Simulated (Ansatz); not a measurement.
## How Al3Ni2 stores the work of compression

Computed with Ansatz, DFT r2SCAN, scalar-relativistic, plane waves, PAW. (500 eV cutoff, 12×12×8 k-mesh, Gaussian smearing of 0.10 eV, no spin polarisation)

Reference structure (relaxed):

```
Al Ni
1.0
     4.00672    0.00000    0.00000
    -2.00336    3.46992    0.00000
     0.00000    0.00000    4.86153
Al Ni
3 2
Cartesian
  0.0000 0.0000 0.0000
  0.0000 2.3133 3.1524
  2.0034 1.1566 1.7091
  0.0000 2.3133 0.7108
  2.0034 1.1566 4.1507
```

Cell and atoms were relaxed at each target pressure within the start's symmetry (P-3m1), at zero temperature; other phases can be more stable under pressure. H = E + PV with P the target; E is the free energy at the smearing used, whose derivative the pressure is, per atom and counted from zero pressure. Spin polarisation was left out, and a magnetic state may lie lower.

| P (GPa) | V (Å³/atom) | E − E0 (meV) | H − H0 (meV) |
| --- | --- | --- | --- |
| 0 | 13.518 | 0.0 | 0.0 |
| 3 | 13.252 | 2.4 | 250.6 |
| 8 | 12.863 | 15.7 | 657.9 |
| 15 | 12.403 | 48.4 | 1209.6 |
| 30 | 11.631 | 155.0 | 2332.8 |
| 60 | 10.569 | 446.2 | 4404.1 |

Question: Thermodynamics gives dH/dP = V along a relaxed path. Integrate V over P by the trapezoid rule and compare with the computed enthalpies.

Answer: With 1 eV/Å³ = 160.22 GPa, each step adds the mean volume times ΔP / 160.22:
```tsv
P (GPa)	∫V dP (meV)	H − H0 (meV)	difference (meV)
3	250.6	250.6	0.0
8	658.1	657.9	0.2
15	1210.0	1209.6	0.5
30	2335.1	2332.8	2.3
60	4413.5	4404.1	9.4
```

V(P) curves upward, so the trapezoid rule runs high; integrating a smooth curve through the same points (P as a polynomial of degree 4 in ln V) puts that excess at about 9.6 meV at 60 GPa, against the 9.4 meV found.

Question: At 60 GPa, how much of the enthalpy change is stored energy and how much is the PV term?

Answer: E rises by 446 meV/atom and PV is 60 × 10.569 / 160.22 = 3958 meV/atom, so PV makes 90 % of ΔH. So between rival structures at high pressure a small difference in volume can outweigh the difference in energy: 1 % of this volume is worth 39.6 meV/atom at this pressure.

Question: What bulk modulus do the lowest pressures give?

Answer: From the pressures that the runs reached, -2.99 GPa (13.812 Å³) and 3.01 GPa (13.252 Å³), B = −ΔP/Δln V = 6.00 / 0.0414 = 145 GPa, a mean over that range.